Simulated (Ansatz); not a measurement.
A relaxed cell of TiAl3 is given with its symmetry left out. The cell was found from a structure generator's guess, not taken from experiment.

Method: Ansatz 0.2.0, DFT PBE, scalar-relativistic, plane waves, PAW. Cutoff 420 eV, Γ-centred mesh, Gaussian smearing, no spin polarisation.

```
Ti Al
1.0
     5.57453    0.00000    0.00000
    -2.78727    4.82769    0.00000
     0.00000    0.00000    4.72202
Ti Al
2 6
Direct
  0.33333 0.66667 0.75000
  0.66667 0.33333 0.25000
  0.83409 0.66818 0.75000
  0.16591 0.33182 0.25000
  0.33182 0.16591 0.75000
  0.66818 0.83409 0.25000
  0.16591 0.83409 0.25000
  0.83409 0.16591 0.75000
```

Formation energies are uncorrected and refer to the elements' standard structures at the same level.

Task: Find its symmetry and describe it.

Result: P6_3/mmc (No. 194), the Ni3Sn (D0_19) type. Conventional cell: a = 5.575 Å, c = 4.722 Å. Around Ti lie 12 Al at 2.79–2.86 Å; around Al lie 8 Al at 2.77–2.85 Å and 4 Ti at 2.79–2.86 Å.

Task: What is its formation energy per atom?

Result: −0.32 eV/atom. A negative formation energy is needed for stability but isn't enough: competing phases decide.

Task: Is it a metal?

Result: Yes, bands cross the Fermi level on the 12×12×8 mesh.

The last run used a 12×12×8 mesh (in the run's order of axes) for its 8-atom cell and Gaussian smearing of 0.10 eV. A structure relaxed within its symmetry needn't be a true minimum.
